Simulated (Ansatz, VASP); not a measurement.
One calculation of Ge, two programs

```
CELL_PARAMETERS angstrom
-1.62010 1.62010 1.62010
1.62010 -1.62010 1.62010
1.62010 1.62010 -1.62010
ATOMIC_POSITIONS crystal
Ge 0.00000 0.00000 0.00000
```

Change from the starting cell: volume scaled by 0.95, PAW files.

Alike in both runs: task single point; functional LDA; k mesh 18 × 18 × 18; occupations fermi-dirac, width 0.1 eV; no spin polarisation.

```csv
,VASP,Ansatz
version,VASP 6.6.1,Ansatz 0.2.0
potentials or method,"VASP PAW LDA potentials, release 64 (Ge_d)","PAW with Ansatz's default frozen-core files, scalar-relativistic"
plane-wave cutoff (eV),520,420
valence electrons in the cell,14,14
```

```tsv
	VASP	Ansatz	Ansatz less VASP
pressure (GPa)	4.6	4.4	-0.18
```
